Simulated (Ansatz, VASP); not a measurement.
**One calculation of GaP, two programs**

```
CELL_PARAMETERS angstrom
0.00000 2.55669 2.55669
2.55669 0.00000 2.55669
2.55669 2.55669 0.00000
ATOMIC_POSITIONS crystal
Ga 0.00000 0.00000 0.00000
P 0.25000 0.25000 0.25000
```

Alike in both runs: task single point; functional PBE; k mesh 6 × 6 × 6; occupations gaussian, width 0.1 eV; no spin polarisation.

|  | VASP | Ansatz |
| --- | --- | --- |
| version | VASP 6.6.1 | Ansatz 0.2.0 |
| potentials or method | VASP PAW PBE potentials, release 64 (Ga_d, P) | scalar-relativistic, plane waves, PAW |
| plane-wave cutoff (eV) | 520 | 420 |
| valence electrons in the cell | 18 | 18 |

Ansatz gave:

* gap on the k mesh at the Fermi level (eV): 1.18
* least direct gap on the mesh (eV): 3.46
* pressure (GPa): 27.9

Task: Estimate VASP's values.

Result: gap on the k mesh at the Fermi level (eV): 1.18; least direct gap on the mesh (eV): 3.47; pressure (GPa): 27.7.

Caveats: so large a pressure means that the cell lies far from this level's equilibrium, or that cutoff or potentials fall short (VASP). A k mesh can miss the band edges.
